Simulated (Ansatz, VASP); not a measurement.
**Tl: VASP beside Ansatz**

File INCAR:

```
SYSTEM = Tl
ALGO = Normal
EDIFF = 1E-6
ENCUT = 520
GGA = PE
ISIF = 2
ISMEAR = 0
LASPH = .TRUE.
LCHARG = .FALSE.
LREAL = .FALSE.
LWAVE = .FALSE.
NBANDS = 12
NELM = 100
PREC = Accurate
SIGMA = 0.1
```

The input KPOINTS:

```
k-points
0
G
  8 8 8
  0 0 0
```

POSCAR

```
Tl
1.0
   -1.7729837588      1.7729837588      1.7729837588
    1.7729837588     -1.7729837588      1.7729837588
    1.7729837588      1.7729837588     -1.7729837588
Tl
1
Direct
    0.0000000000      0.0000000000      0.0000000000
```

Input for Ansatz:

```yaml
crystal:
  lattice:
    - [-1.7729837588, 1.7729837588, 1.7729837588]
    - [1.7729837588, -1.7729837588, 1.7729837588]
    - [1.7729837588, 1.7729837588, -1.7729837588]
  atoms:
    - { symbol: Tl, position: [0.0, 0.0, 0.0] }
basis:
  ecutwfc: 420
kpoints:
  mp_grid: { grid: [8, 8, 8] }
hamiltonian:
  xc: pbe
scf:
  occupations: { method: gaussian, width: 0.1 }
output:
  forces: true
  stress: true
  eigenvalues: true
```

Alike in both runs: task single point; functional PBE; k mesh 8 × 8 × 8; occupations gaussian, width 0.1 eV; no spin polarisation.

```csv
,VASP,Ansatz
version,VASP 6.6.1,Ansatz 0.2.0
potentials or method,"VASP PAW PBE potentials, release 64 (Tl_d)","scalar-relativistic, plane waves, PAW"
plane-wave cutoff (eV),520,420
valence electrons in the cell,13,13
```

```tsv
	VASP	Ansatz	Ansatz less VASP
gap on the k mesh at the Fermi level (eV)	none	none	-
pressure (GPa)	23.4	23.5	+0.07
```

A gap of «none» marks a metal or a gap that the smearing closes.

Caveats: so large a pressure means that the cell lies far from this level's equilibrium, or that cutoff or potentials fall short (VASP). The runs have no spin-orbit coupling, so splittings on Tl are missing.
